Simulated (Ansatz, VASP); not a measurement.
**Two plane-wave programs on MgO**

File INCAR:

```
PREC = Accurate
ENCUT = 520
EDIFF = 1E-6
ISMEAR = 0
SIGMA = 0.05
LREAL = False
LASPH = True
NELM = 80
ALGO = Normal
ISIF = 2
LWAVE = False
LCHARG = True
GGA = PS
LELF = True
LVHAR = True
NBANDS = 11
```

Contents of KPOINTS:

```
Automatic mesh
0
Gamma
  14 14 14
```

The input POSCAR:

```
MgO
1.0
    2.4844906189      0.0000000000      0.0000000000
    0.0000000000      2.4844906189      0.0000000000
    0.0000000000      0.0000000000      2.4844906189
Mg O
1 1
Direct
    0.0000000000      0.0000000000      0.0000000000
    0.5000000000      0.5000000000      0.5000000000
```

Input for Ansatz:

```yaml
crystal:
  lattice:
    - [2.4844906189, 0.0, 0.0]
    - [0.0, 2.4844906189, 0.0]
    - [0.0, 0.0, 2.4844906189]
  atoms:
    - { symbol: Mg, position: [0.0, 0.0, 0.0] }
    - { symbol: O, position: [0.5, 0.5, 0.5] }
basis:
  ecutwfc: 420
  ecutrho_ratio: 4
kpoints:
  mp_grid: { grid: [14, 14, 14] }
hamiltonian:
  xc: pbesol
scf:
  occupations: { method: gaussian, width: 0.05 }
output:
  forces: true
  stress: true
  eigenvalues: true
```

Alike in both runs: task single point; functional PBEsol; k mesh 14 × 14 × 14; occupations gaussian, width 0.05 eV; no spin polarisation.

```csv
,VASP,Ansatz
version,VASP 6.6.1,Ansatz 0.2.0
potentials or method,"VASP PAW PBE potentials, release 64 (Mg, O)","scalar-relativistic, plane waves, PAW"
plane-wave cutoff (eV),520,420
valence electrons in the cell,8,16
```

|  | VASP | Ansatz | Ansatz less VASP |
| --- | --- | --- | --- |
| gap on the k mesh at the Fermi level (eV) | 4.28 | 4.26 | -0.014 |
| least direct gap on the mesh (eV) | 5.46 | 5.47 | +0.009 |

The two sets of potentials don't hold the same shells in valence.

 PBEsol gaps usually lie below the measured ones, often by a third to a half. A k mesh can miss the band edges.
